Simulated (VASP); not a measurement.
# CrO2: single point with PBE+U

CrO2:

```
CELL_PARAMETERS angstrom
1.38994 2.40745 0.00000
-4.16982 2.40745 0.00000
0.00000 0.00000 4.48452
ATOMIC_POSITIONS crystal
Cr 0.00000 0.00000 0.00000
Cr 0.50000 0.50000 0.00000
O 0.50000 0.16667 0.25200
O 0.00000 0.66667 0.25200
O 0.50000 0.83333 0.74800
O 0.00000 0.33333 0.74800
```

Measurements of this composition are mostly on another form, of space group No. 136.

```yaml
Program: VASP 6.6.1
Task: single point
Functional: PBE
Potentials_or_basis: VASP PAW PBE potentials, release 64 (Cr_pv, O)
Cutoff: 520 eV
k_mesh: 7 × 4 × 4
Occupations: gaussian, width 0.05 eV
Spin: collinear spin, antiferromagnetic start
Starting_moments: "[3.0, -3.0, 0.0, 0.0, 0.0, 0.0] μB"
Hubbard_terms: Cr d U = 3 eV
```

```yaml
Pressure: 0.7 GPa
Largest_force: 2.078 eV/Å
Band_gap_on_the_k_mesh: 0.44 eV
Net_moment: 0.00 μB per cell
Site_moments: Cr +1.98, -1.98; O -0.03, +0.03 μB
Valence_electrons_inside_the_program's_atomic_spheres: Cr 10.77; O 4.97
```

Forces in eV/Å, atoms in the order of the input:
```
Cr   0.000  0.000  0.000
Cr   0.000  0.000  0.000
O    0.280 -0.162 -2.052
O    0.280 -0.162 -2.052
O   -0.280  0.162  2.052
O   -0.280  0.162  2.052
```

Stress tensor (GPa, compression positive):
```
 10.24  -2.71   3.54
 -2.71   7.11  -2.04
  3.54  -2.04 -15.36
```

Levels at points of the mesh, in eV from the valence-band top:
Spin up:
```csv
k point,band 21,band 22,band 23,band 24,band 25,band 26,band 27,band 28
"(0.00, 0.00, 0.00)",-1.44,-0.60,-0.58,-0.38,0.44,1.79,2.77,3.14
"(0.00, 0.50, 0.00)",-1.30,-0.86,-0.75,-0.44,0.76,1.72,3.19,3.26
"(0.00, 0.00, 0.50)",-1.53,-1.27,-0.75,-0.73,0.58,2.01,2.76,3.12
"(0.00, 0.50, 0.50)",-1.35,-1.24,-1.00,-0.38,1.18,1.79,2.84,3.28
```
Spin down:
```
           k point  band 21  band 22  band 23  band 24  band 25  band 26  band 27  band 28
(0.00, 0.00, 0.00)    -1.44    -0.60    -0.58    -0.38     0.44     1.79     2.77     3.14
(0.00, 0.50, 0.00)    -1.30    -0.86    -0.75    -0.44     0.76     1.72     3.19     3.26
(0.00, 0.00, 0.50)    -1.53    -1.27    -0.75    -0.73     0.58     2.01     2.76     3.12
(0.00, 0.50, 0.50)    -1.35    -1.24    -1.00    -0.38     1.18     1.79     2.84     3.28
```

Eigenvalues of the final occupation matrices:
| site | spin | trace | eigenvalues |
| --- | --- | --- | --- |
| site 1 d | 1 | 2.98 | 0.23 0.43 0.44 0.93 0.95 |
| site 1 d | 2 | 1.03 | 0.10 0.10 0.13 0.34 0.36 |
| site 2 d | 1 | 1.03 | 0.10 0.10 0.13 0.34 0.36 |
| site 2 d | 2 | 2.98 | 0.23 0.43 0.44 0.93 0.95 |

Run time: 3 min on 1 thread of Intel(R) Xeon(R) Platinum 8259CL CPU @ 2.50GHz (Skylake/Cascade Lake), with other jobs on the host, peak memory 0.25 GiB.

Caveat: an odd mesh through Γ misses points on the zone boundary, where band edges often lie; forces of over 1 eV/Å show positions far from the minimum, so gaps and moduli don't describe the material at rest. The state reached can hang on the start; a lower one may exist.
